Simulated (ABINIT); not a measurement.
Write the native input for ABINIT 10.8.3 (patched build) that does the following.

- Task: equation of state
- Functional: LDA
- Potentials or basis: JTH PAW LDA v2.0
- Cutoff: 626 eV
- k mesh: 8 × 8 × 8
- Occupations: fermi-dirac, width 0.05 eV
- Spin: no spin polarisation
- Fine-grid cutoff: 1224.51 eV

The system is CaF2 (Fluorite).

```
Ca F
1.0
     0.00000    2.73100    2.73100
     2.73100    0.00000    2.73100
     2.73100    2.73100    0.00000
Ca F
1 2
Direct
  0.00000 0.00000 0.00000
  0.75000 0.75000 0.75000
  0.25000 0.25000 0.25000
```

These files were run (other wordings do the same):

run.abi

```
ndtset 7
getwfk -1
scalecart1 3*0.9795861087
scalecart2 3*0.9864848297
scalecart3 3*0.9932883884
scalecart4 3*1.0000000000
scalecart5 3*1.0066227096
scalecart6 3*1.0131594038
scalecart7 3*1.0196128224

pp_dirpath "./"
pseudos "Ca.LDA_PW-JTH.xml, F.LDA_PW-JTH.xml"

acell 3*1.0 Angstrom
rprim
     0.0000000000     2.7310000000     2.7310000000
     2.7310000000     0.0000000000     2.7310000000
     2.7310000000     2.7310000000     0.0000000000
ntypat 2
znucl 20 9
natom 3
typat 1 2 2
xred
     0.0000000000     0.0000000000     0.0000000000
     0.7500000000     0.7500000000     0.7500000000
     0.2500000000     0.2500000000     0.2500000000

ecut 23.0
pawecutdg 45.0

kptopt 1
ngkpt 8 8 8
nshiftk 1
shiftk 0.0 0.0 0.0

ixc 7

nband 16
occopt 3
tsmear 0.00183747

nstep 100
tolvrs 1.0e-9

iomode 3
prtwf 1
prtden 0
prteig 0
prtebands 0
```

Potentials or basis: JTH PAW LDA v2.0.

Command:

```sh
$ abinit run.abi > log 2>&1
```

Results of the run:

The equilibrium volume is 12.61 Å³/atom (rough: see the caveat) and the bulk modulus is 107 GPa (rough).

Caveat: pressures at fixed basis lie under the slope of the energies; the minimum lies outside the volumes run.

Wall time 3.7 min on 1 thread of Arm Neoverse N1, with other jobs on the host, peak memory 0.14 GiB.
